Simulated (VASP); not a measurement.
Here is a VASP 6.6.1 calculation.

POSCAR

```
KMgF3
1.0
    3.9859000000      0.0000000000      0.0000000000
    0.0000000000      3.9859000000      0.0000000000
    0.0000000000      0.0000000000      3.9859000000
K Mg F
1 1 3
Direct
    0.5000000000      0.5000000000      0.5000000000
    0.0000000000      0.0000000000      0.0000000000
    0.0000000000      0.0000000000      0.5000000000
    0.0000000000      0.5000000000      0.0000000000
    0.5000000000      0.0000000000      0.0000000000
```

Contents of INCAR.step1:

```
PREC = Accurate
ENCUT = 500
EDIFF = 1E-8
ISMEAR = 0
SIGMA = 0.01
LREAL = False
LASPH = True
NELM = 60
ALGO = Fast
LWAVE = True
LCHARG = False
GGA = PE
KPAR = 4
```

INCAR.step2

```
PREC = Accurate
ENCUT = 500
EDIFF = 1E-8
ISMEAR = 0
SIGMA = 0.01
LREAL = False
LASPH = True
NELM = 1
ALGO = Exact
LWAVE = True
LCHARG = False
GGA = PE
NBANDS = 280
LOPTICS = True
ISTART = 1
KPAR = 4
```

INCAR.step3

```
PREC = Accurate
ENCUT = 500
EDIFF = 1E-8
ISMEAR = 0
SIGMA = 0.01
LREAL = False
LASPH = True
ALGO = EVGW0
LWAVE = False
LCHARG = False
GGA = PE
NELMGW = 1
NBANDS = 280
ENCUTGW = 150
NOMEGA = 50
PRECFOCK = Fast
ISTART = 1
NBANDSGW = 24
KPAR = 4
```

Contents of KPOINTS:

```
Automatic mesh
0
Gamma
  4 4 4
```

Potentials or basis: VASP PAW PBE potentials, release 64 (K_sv_GW, Mg_GW, F_GW).

Command:

```console
$ cat potpaw_PBE.64/K_sv_GW/POTCAR potpaw_PBE.64/Mg_GW/POTCAR potpaw_PBE.64/F_GW/POTCAR > POTCAR
$ cp INCAR.step1 INCAR
$ mpirun -np 4 vasp_std > vasp.out
$ cp INCAR.step2 INCAR
$ mpirun -np 4 vasp_std > vasp.out
$ cp INCAR.step3 INCAR
$ mpirun -np 4 vasp_std > vasp.out
```

Estimate the quasiparticle gap.

11.38 eV.

What does it give for the least direct quasiparticle gap?

11.71 eV.

Predict the band gap on the k mesh, mean-field level.

7.32 eV, indirect (least direct gap 7.64 eV).

Caveat: bands, screening cutoff and mesh are small and nothing is extrapolated, so the quasiparticle values aren't converged. A k mesh can miss the band edges.
